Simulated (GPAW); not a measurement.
# Ti (Im-3m) in GPAW: notebook

Runs on Ti. Level: PBE. Tasks: single point.

Everything below comes from runs of GPAW 26.7.0. Logs are shortened: lines on timing, memory, paths and dates and some standing lists are left out, and cuts for length are marked. The log counts tension as positive stress, the text compression.

### Step 1. The structure

Symmetry: Im-3m, No. 229, cubic system. The conventional cell has a = 3.282 Å, b = 3.282 Å, c = 3.282 Å, α = 90.00°, β = 90.00°, γ = 90.00°. Ti (site symmetry m-3m) is surrounded by 8 Ti at 2.84 Å.

This isn't the form of Ti at room conditions, which is hcp.

### Step 2. Single point, PBE

run.py reads:

```python
from ase import Atoms
from ase.dft.bandgap import bandgap
from ase.io import write
from ase.units import Bohr, GPa
from gpaw import GPAW, PW
from gpaw.elf import elf_from_dft_calculation

atoms = Atoms(['Ti'],
              cell=[[-1.641, 1.641, 1.641],
                    [1.641, -1.641, 1.641],
                    [1.641, 1.641, -1.641]],
              scaled_positions=[[0.0, 0.0, 0.0]],
              pbc=True)

calc = GPAW(mode=PW(600),
            xc='PBE',
            kpts={'size': (11, 11, 11), 'gamma': True},
            occupations={'name': 'methfessel-paxton', 'order': 0, 'width': 0.018000000000000002},
            nbands=14,
            convergence={'density': 1e-05, 'energy': 1e-05},
            maxiter=150,
            txt='gpaw.txt')
atoms.calc = calc
energy = atoms.get_potential_energy()
forces = atoms.get_forces()
stress = atoms.get_stress()
calc.write('gs.gpw')
write('result.traj', atoms)
print(f'Energy: {energy:.6f} eV')
print('Forces (eV/A):')
print(forces.round(4))
print('Stress (GPa):', (stress / GPa).round(3))
print('Fermi level:', round(calc.get_fermi_level(), 4), 'eV')
print(f'Gap: {bandgap(calc)[0]:.4f} eV, direct: {bandgap(calc, direct=True)[0]:.4f} eV')

# fields on the real-space grid
write('density.cube', atoms, data=calc.get_pseudo_density() * Bohr**3)
write('potential.cube', atoms, data=calc.get_electrostatic_potential())
write('elf.cube', atoms, data=elf_from_dft_calculation(calc).data)
```

Potentials or basis: GPAW PAW data sets (gpaw-data 1.2.1), pw.

Run with:

```sh
$ OMP_NUM_THREADS=1 python run.py
```

gpaw.txt:

```text
__  _  _
 | _ |_)|_||  |
 |__||  | ||/\| - 26.7.0

Input parameters:
  mode=PW(ecut=600.0),
  convergence={'density': 1e-05, 'energy': 1e-05},
  kpts=MonkhorstPack(size=(11, 11, 11), gamma=True),
  maxiter=150,
  nbands=14,
  occupations=Occupations(name='methfessel-paxton', order=0, width=0.018000000000000002),
  xc=XC(name='PBE')

Diagonalizing LCAO Hamiltonian
Converting LCAO to pw mode

       Ti

Atoms  # Å, Bohr magnetons
|   | symbol |        x |        y |        z |    initial magnetic moments |
|---|--------|----------|----------|----------|-----------------------------|
| 0 |     Ti | 0.000000 | 0.000000 | 0.000000 | ( 0.0000,  0.0000,  0.0000) |

Unit cell  # Å
| periodic |         x |         y |         z |  lengths |     angles |
|----------|-----------|-----------|-----------|----------|------------|
|      yes | -1.641000 |  1.641000 |  1.641000 | 2.842295 | 109.471221 |
|      yes |  1.641000 | -1.641000 |  1.641000 | 2.842295 | 109.471221 |
|      yes |  1.641000 |  1.641000 | -1.641000 | 2.842295 | 109.471221 |

Number of symmetries: 48
Symmetry operations  # r_c * U_cc + t_c -> r_c
|    | kind |            matrix            |
|----|------|------------------------------|
|  0 |  σ   |  1, 1, 1,  0, 0,-1,  0,-1, 0 |
|  1 |  C4  |  1, 1, 1,  0, 0,-1, -1, 0, 0 |
|  2 |  C2  |  1, 1, 1,  0,-1, 0,  0, 0,-1 |
|  3 |  S6  |  1, 1, 1,  0,-1, 0, -1, 0, 0 |
|  4 |  S6  |  1, 1, 1, -1, 0, 0,  0, 0,-1 |
|  5 |  C4  |  1, 1, 1, -1, 0, 0,  0,-1, 0 |
|  6 |  E   |  1, 0, 0,  0, 1, 0,  0, 0, 1 |
|  7 |  σ   |  1, 0, 0,  0, 1, 0, -1,-1,-1 |
|  8 |  σ   |  1, 0, 0,  0, 0, 1,  0, 1, 0 |
|  9 |  C3  |  1, 0, 0,  0, 0, 1, -1,-1,-1 |
| 10 |  C3  |  1, 0, 0, -1,-1,-1,  0, 1, 0 |
| 11 |  σ   |  1, 0, 0, -1,-1,-1,  0, 0, 1 |
| 12 |  σ   |  0, 1, 0,  1, 0, 0,  0, 0, 1 |
| 13 |  C2  |  0, 1, 0,  1, 0, 0, -1,-1,-1 |
| 14 |  C3  |  0, 1, 0,  0, 0, 1,  1, 0, 0 |
| 15 |  S4  |  0, 1, 0,  0, 0, 1, -1,-1,-1 |
| 16 |  S4  |  0, 1, 0, -1,-1,-1,  1, 0, 0 |
| 17 |  C3  |  0, 1, 0, -1,-1,-1,  0, 0, 1 |
| 18 |  C3  |  0, 0, 1,  1, 0, 0,  0, 1, 0 |
| 19 |  S4  |  0, 0, 1,  1, 0, 0, -1,-1,-1 |
| 20 |  σ   |  0, 0, 1,  0, 1, 0,  1, 0, 0 |
| 21 |  C3  |  0, 0, 1,  0, 1, 0, -1,-1,-1 |
| 22 |  C2  |  0, 0, 1, -1,-1,-1,  1, 0, 0 |
| 23 |  S4  |  0, 0, 1, -1,-1,-1,  0, 1, 0 |
| 24 |  C4  |  0, 0,-1,  1, 1, 1,  0,-1, 0 |
| 25 |  σ   |  0, 0,-1,  1, 1, 1, -1, 0, 0 |
| 26 |  S6  |  0, 0,-1,  0,-1, 0,  1, 1, 1 |
| 27 |  C2  |  0, 0,-1,  0,-1, 0, -1, 0, 0 |
| 28 |  C4  |  0, 0,-1, -1, 0, 0,  1, 1, 1 |
| 29 |  S6  |  0, 0,-1, -1, 0, 0,  0,-1, 0 |
| 30 |  S6  |  0,-1, 0,  1, 1, 1,  0, 0,-1 |
| 31 |  C4  |  0,-1, 0,  1, 1, 1, -1, 0, 0 |
| 32 |  C4  |  0,-1, 0,  0, 0,-1,  1, 1, 1 |
| 33 |  S6  |  0,-1, 0,  0, 0,-1, -1, 0, 0 |
| 34 |  σ   |  0,-1, 0, -1, 0, 0,  1, 1, 1 |
| 35 |  C2  |  0,-1, 0, -1, 0, 0,  0, 0,-1 |
| 36 |  C2  | -1, 0, 0,  1, 1, 1,  0, 0,-1 |
| 37 |  S6  | -1, 0, 0,  1, 1, 1,  0,-1, 0 |
| 38 |  S6  | -1, 0, 0,  0, 0,-1,  1, 1, 1 |
| 39 |  C2  | -1, 0, 0,  0, 0,-1,  0,-1, 0 |
| 40 |  C2  | -1, 0, 0,  0,-1, 0,  1, 1, 1 |
| 41 |  i   | -1, 0, 0,  0,-1, 0,  0, 0,-1 |
| 42 |  S4  | -1,-1,-1,  1, 0, 0,  0, 1, 0 |
| 43 |  C3  | -1,-1,-1,  1, 0, 0,  0, 0, 1 |
| 44 |  C3  | -1,-1,-1,  0, 1, 0,  1, 0, 0 |
| 45 |  σ   | -1,-1,-1,  0, 1, 0,  0, 0, 1 |
| 46 |  S4  | -1,-1,-1,  0, 0, 1,  1, 0, 0 |
| 47 |  C2  | -1,-1,-1,  0, 0, 1,  0, 1, 0 |

BZ-sampling:
  Number of BZ points: 1331
  Number of IBZ points: 56

  Monkhorst-Pack size: [11, 11, 11]
  Monkhorst-Pack shift: [0, 0, 0]

K-points  # in reciprocal-cell coordinates
|     |                                coordinates |     weight |
|-----|--------------------------------------------|------------|
|   0 | (  0.00000000,   0.00000000,   0.00000000) | 0.00075131 |
|   1 | (  0.09090909,   0.00000000,   0.00000000) | 0.00901578 |
|   2 | (  0.09090909,   0.09090909,  -0.09090909) | 0.00450789 |
|   3 | (  0.18181818,   0.00000000,  -0.09090909) | 0.01803156 |
|   4 | (  0.18181818,   0.00000000,   0.00000000) | 0.00901578 |
|   5 | (  0.18181818,   0.09090909,  -0.09090909) | 0.01803156 |
|   6 | (  0.18181818,   0.18181818,  -0.18181818) | 0.00450789 |
|   7 | (  0.27272727,  -0.09090909,  -0.09090909) | 0.00601052 |
|   8 | (  0.27272727,   0.00000000,  -0.09090909) | 0.03606311 |
|   9 | (  0.27272727,   0.00000000,   0.00000000) | 0.00901578 |
| ... |                                            |            |
|  55 | (  0.45454545,   0.45454545,   0.45454545) | 0.00601052 |

Plane wave coefficients: 603
Cutoff: 600.0 eV

Spin-components: 1 (collinear spins)
Bands:           14
Projectors:      6
Spin-degeneracy: 2
Datatype:        complex128

Parallelization:
  kpt:    1
  domain: 1
  band:   1

Density:
  Valence electrons: 12.0
  Components: 1
  Grid points: [18 18 18]
  Charge: 0.0  # |e|

Potential:
  Grid points: [18 18 18]

species:
  Ti:
    name:    Titanium
    Z:       22.0
    valence: 12
    core:    10
    charge:  0.0  # [|e|]
    compensation charges:
      type: gauss
      rc: 0.38  # [Å]
      lmax: 2
    cutoffs:
      filter: 2.23  # [Å]
      core: 1.02  # [Å]
    projectors
    | kind |    occ | energy [eV] | rcut [Å] |
    |------|--------|-------------|----------|
    |   3s |  2.000 |     -62.623 |    1.270 |
    |   4s |  2.000 |      -4.466 |    1.270 |
    |   3p |  6.000 |     -38.862 |    1.058 |
    |   4p |  0.000 |      -1.466 |    1.058 |
    |   3d |  2.000 |      -4.258 |    1.058 |
    |    d |        |      22.953 |    1.058 |

    Using partial waves for Ti as LCAO basis

Reference energy: -23224.014282  # eV

eigensolver:
  PPCG
  Converge bands: occupied
  niter=2

density mixing:
  MSR1-Mixer
  Pratt-step length: 0.05
  Maximum mixing coefficient: 0.75
  Old densities: 10
  SVD Regularization: 0.005
  Good broyden scale: 1.0
  Trust region scale: 1.0
  Backstep threshold: 4.0
  History deletion threshold: 6.0
  Fourier metric: weight=20.0, sigma=0.015

occupation numbers:
  Methfessel-Paxton:
    width: 0.0180  # eV
    order: 0

poisson solver:
  ecut: 4800.0  # eV

xc functional:
  name: PBE with 2 nearest neighbor stencil

convergence criteria:
- Maximum integral of absolute [dens]ity change: 1e-05 electrons / valence electron
- Maximum [total energy] change in last 3 cyles: 1e-05 eV / valence electron
- Maximum integral of absolute [eigenst]ate change: 4e-08 eV^2 / valence electron
maximum number of iterations: 150

SCF iterations
|iter     | |      energy | eigst |  dens |
|---------|-|-------------|-------|-------|
|iter:   1| |   -6.773875 | -0.12 |       |
|iter:   2| |   -6.718216 | -3.03 | -1.24 |
|iter:   3| |   -6.547442 | -1.81 | -1.29 |
|iter:   4| |   -6.549439 | -3.50 | -2.09 |
|iter:   5| |   -6.551127 | -4.52 | -2.35 |
|iter:   6| |   -6.551112 | -5.71 | -3.18 |
|iter:   7| |   -6.551116c| -6.98 | -3.96 |
|iter:   8| |   -6.551116c| -7.87c| -4.50 |
|iter:   9| |   -6.551116c| -8.52c| -5.05c|

Converged in 9 steps
Energy contributions relative to reference atoms: (reference = -23224.014282)

Energy contributions:
  Kinetic:           4.423674
  Coulomb:          -4.303150
  Zero:              0.009405
  External:          0.000000
  Xc:               -6.680583
  Entropy:          -0.000922
  Spinorbit:         0.000000
  ----------------------------
  Free energy:      -6.551577
  Extrapolated:     -6.551116

dipole moment: (-5.219584, -5.219584, -5.219584)  # |e|*Ang

Fermi level: 8.086
Eigenvalues  # (at kpt = [0.000, 0.000, 0.000])
| band index |      eig [eV] | occ [0-2] |
|------------|---------------|-----------|
|          0 |       -48.423 |     2.000 |
|          1 |       -24.322 |     2.000 |
|          2 |       -24.322 |     2.000 |
|          3 |       -24.322 |     2.000 |
|          4 |         2.205 |     2.000 |
|          5 |         9.084 |     0.000 |
|          6 |         9.084 |     0.000 |
|          7 |         9.084 |     0.000 |
|          8 |        10.802 |     0.000 |
|          9 |        10.802 |     0.000 |
|         10 |        25.403 |     0.000 |
|         11 |        25.403 |     0.000 |
|         12 |        25.403 |     0.000 |
|         13 |        31.154 |     0.000 |

No gap
No difference between direct/indirect transitions

Forces  # eV/Ang
|        x |       y |        z |
|----------|---------|----------|
| -0.00000 | 0.00000 | -0.00000 |  # Ti   0

Stress tensor  # eV/Ang^3
|         x |         y |         z |
|-----------|-----------|-----------|
|  0.021176 | -0.000000 | -0.000000 |
| -0.000000 |  0.021176 |  0.000000 |
| -0.000000 |  0.000000 |  0.021176 |

# Writing to gs.gpw (mode='')
```

It took 13 s on 1 thread of Arm Neoverse V1, shared host; peak memory 0.13 GiB.

Results:

| Quantity | Value |
| --- | --- |
| Free energy | -6.5516 eV |
| Pressure | -3.4 GPa |
| Band gap on the k mesh | none (metal or under the smearing width) |

### Step 3. Single point, PBE

run.py reads:

```python
from ase.dft.bandgap import bandgap
from ase.io import read, write
from ase.units import GPa
from gpaw import GPAW, PW

atoms = read('Ti.xyz')

calc = GPAW(mode=PW(600),
            xc='PBE',
            kpts={'size': (11, 11, 11), 'gamma': True},
            occupations={'name': 'methfessel-paxton', 'order': 0, 'width': 0.019000000000000003},
            nbands=14,
            convergence={'density': 1e-05, 'energy': 1e-05},
            maxiter=150,
            txt='gpaw.txt')
atoms.calc = calc
energy = atoms.get_potential_energy()
forces = atoms.get_forces()
stress = atoms.get_stress()
calc.write('gs.gpw')
write('result.traj', atoms)
print(f'Energy: {energy:.6f} eV')
print('Forces (eV/A):')
print(forces.round(4))
print('Stress (GPa):', (stress / GPa).round(3))
print('Fermi level:', round(calc.get_fermi_level(), 4), 'eV')
print(f'Gap: {bandgap(calc)[0]:.4f} eV, direct: {bandgap(calc, direct=True)[0]:.4f} eV')
```

Ti.xyz reads:

```xyz
1
Lattice="-1.6410000000 1.6410000000 1.6410000000 1.6410000000 -1.6410000000 1.6410000000 1.6410000000 1.6410000000 -1.6410000000" Properties=species:S:1:pos:R:3 pbc="T T T"
Ti     0.0000000000      0.0000000000      0.0000000000
```

Potentials or basis: GPAW PAW data sets (gpaw-data 1.2.1), pw.

Run with:

```sh
$ OMP_NUM_THREADS=1 python run.py
```

gpaw.txt:

```text
__  _  _
 | _ |_)|_||  |
 |__||  | ||/\| - 26.7.0

Input parameters:
  mode=PW(ecut=600.0),
  convergence={'density': 1e-05, 'energy': 1e-05},
  kpts=MonkhorstPack(size=(11, 11, 11), gamma=True),
  maxiter=150,
  nbands=14,
  occupations=Occupations(name='methfessel-paxton', order=0, width=0.019000000000000003),
  xc=XC(name='PBE')

Diagonalizing LCAO Hamiltonian
Converting LCAO to pw mode

       Ti

Atoms  # Å, Bohr magnetons
|   | symbol |        x |        y |        z |    initial magnetic moments |
|---|--------|----------|----------|----------|-----------------------------|
| 0 |     Ti | 0.000000 | 0.000000 | 0.000000 | ( 0.0000,  0.0000,  0.0000) |

Unit cell  # Å
| periodic |         x |         y |         z |  lengths |     angles |
|----------|-----------|-----------|-----------|----------|------------|
|      yes | -1.641000 |  1.641000 |  1.641000 | 2.842295 | 109.471221 |
|      yes |  1.641000 | -1.641000 |  1.641000 | 2.842295 | 109.471221 |
|      yes |  1.641000 |  1.641000 | -1.641000 | 2.842295 | 109.471221 |

Number of symmetries: 48
Symmetry operations  # r_c * U_cc + t_c -> r_c
[... 176 lines left out ...]
  Kinetic:           4.424855
  Coulomb:          -4.304428
  Zero:              0.009417
  External:          0.000000
  Xc:               -6.680458
  Entropy:          -0.001015
  Spinorbit:         0.000000
  ----------------------------
  Free energy:      -6.551629
  Extrapolated:     -6.551122

dipole moment: (-5.219588, -5.219588, -5.219588)  # |e|*Ang

Fermi level: 8.086
Eigenvalues  # (at kpt = [0.000, 0.000, 0.000])
| band index |      eig [eV] | occ [0-2] |
|------------|---------------|-----------|
|          0 |       -48.423 |     2.000 |
|          1 |       -24.322 |     2.000 |
|          2 |       -24.322 |     2.000 |
|          3 |       -24.322 |     2.000 |
|          4 |         2.205 |     2.000 |
|          5 |         9.084 |     0.000 |
|          6 |         9.084 |     0.000 |
|          7 |         9.084 |     0.000 |
|          8 |        10.802 |     0.000 |
|          9 |        10.802 |     0.000 |
|         10 |        25.403 |     0.000 |
|         11 |        25.403 |     0.000 |
|         12 |        25.403 |     0.000 |
|         13 |        31.154 |     0.000 |

No gap
No difference between direct/indirect transitions

Forces  # eV/Ang
|       x |        y |       z |
|---------|----------|---------|
| 0.00000 | -0.00000 | 0.00000 |  # Ti   0

Stress tensor  # eV/Ang^3
|         x |        y |         z |
|-----------|----------|-----------|
|  0.021160 | 0.000000 | -0.000000 |
|  0.000000 | 0.021160 |  0.000000 |
| -0.000000 | 0.000000 |  0.021160 |

# Writing to gs.gpw (mode='')
```

stdout:

```text
Energy: -6.551122 eV
Forces (eV/A):
[[ 0. -0.  0.]]
Stress (GPa): [ 3.39  3.39  3.39  0.   -0.    0.  ]
Fermi level: 8.0859 eV
Gap: 0.0000 eV, direct: 0.0000 eV
```

It took 13 s on 1 thread of Arm Neoverse V1, shared host; peak memory 0.14 GiB.

What came out:

| Quantity | Value |
| --- | --- |
| Free energy | -6.5516 eV |
| Pressure | -3.4 GPa |
| Band gap on the k mesh | none (metal or under the smearing width) |

### Step 4. Single point, PBE

run.py: that of step 3 with these lines changed.

```diff
@@ -2,4 +2,5 @@
 from ase.io import read, write
-from ase.units import GPa
+from ase.units import Bohr, GPa
 from gpaw import GPAW, PW
+from gpaw.elf import elf_from_dft_calculation
 
@@ -10,3 +11,3 @@
             kpts={'size': (11, 11, 11), 'gamma': True},
-            occupations={'name': 'methfessel-paxton', 'order': 0, 'width': 0.019000000000000003},
+            occupations={'name': 'methfessel-paxton', 'order': 0, 'width': 0.02},
             nbands=14,
@@ -27 +28,6 @@
 print(f'Gap: {bandgap(calc)[0]:.4f} eV, direct: {bandgap(calc, direct=True)[0]:.4f} eV')
+
+# fields on the real-space grid
+write('density.cube', atoms, data=calc.get_pseudo_density() * Bohr**3)
+write('potential.cube', atoms, data=calc.get_electrostatic_potential())
+write('elf.cube', atoms, data=elf_from_dft_calculation(calc).data)
```

Ti.xyz is that of step 3.

Run with:

```sh
$ OMP_NUM_THREADS=1 python run.py
```

Wall time 13 s (1 thread of Arm Neoverse V1, shared host); peak memory 0.14 GiB.

Results (log left out):

- Free energy: -6.5517 eV
- Pressure: -3.4 GPa
- Band gap on the k mesh: none (metal or under the smearing width)

Levels at points of the mesh, in eV from the Fermi level:
```tsv
k point	band 3	band 4	band 5	band 6	band 7	band 8	band 9	band 10
(0.00, 0.00, 0.00)	-32.41	-32.41	-5.88	1.00	1.00	1.00	2.72	2.72
```

### Step 5. Summary

```tsv
smearing	gap on the mesh (eV)	pressure (GPa)
gaussian 0.018 eV	none	-3.4
gaussian 0.019 eV	none	-3.4
gaussian 0.02 eV	none	-3.4
```

Alike in all rows: task single point; level PBE; potentials or basis GPAW PAW data sets (gpaw-data 1.2.1), pw; no spin polarisation; cell as given; k mesh 11 × 11 × 11; cutoff (eV) 600.

Every run on the cell as given and a fine mesh finds a metal.

Absolute energies hang on the potentials; compare differences alone.
